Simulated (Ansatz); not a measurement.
CdF2 under changes of volume

One of the cells (13.035 Å³/atom); the others are scaled copies at fixed shape and fractional positions:

```xyz
3
Lattice="0.0000 2.6940 2.6940 2.6940 0.0000 2.6940 2.6940 2.6940 0.0000" Properties=species:S:1:pos:R:3 pbc="T T T"
Cd    0.0000    0.0000    0.0000
F     4.0410    4.0410    4.0410
F     1.3470    1.3470    1.3470
```

```yaml
Program: Ansatz 0.2.0
Functional: PBEsol
Potentials_or_basis: all-electron LAPW, scalar-relativistic
Cutoff: 316 eV (chosen from the basis error)
Basis_error_allowed: 0.001 eV/atom
k_mesh: 9 × 9 × 9
Occupations: fermi-dirac, width 0.05 eV
Spin: no spin polarisation
```

```csv
volume (Å³/atom),energy over the lowest point (meV/atom),pressure (GPa),gap on the mesh (eV)
12.253,16.55,7.5,3.17
12.513,6.77,4.6,3.10
12.774,1.42,2.0,3.03
13.035,0.00,-0.2,2.96
13.295,2.07,-2.3,2.89
13.556,?,?,?
13.817,15.21,-5.7,2.76
```

Task: What does the run at 13.556 Å³/atom give?

Result: Energy over the lowest point 7.26 meV/atom; pressure -4.1 GPa; gap on the mesh 2.82 eV.

Worked out: A Birch-Murnaghan fit of order 3 (a polynomial in V^(-2/3)) to the other rows has its minimum at 13.01 Å³/atom with B0 = V·E''(V) = 109 GPa and B' = 5.0. It gives 7.26 meV/atom at 13.556 Å³/atom, against the run's 7.26, and -dE/dV = -4.1 GPa, against -4.1. A straight line through the other rows of the gap, of slope -3.43 eV per unit of ln V, gives 2.83 eV, against the run's 2.82.

Energies are extrapolated to zero smearing.

Caveats: an odd mesh through Γ misses points on the zone boundary, where band edges often lie. Spin-orbit coupling on Cd is left out.
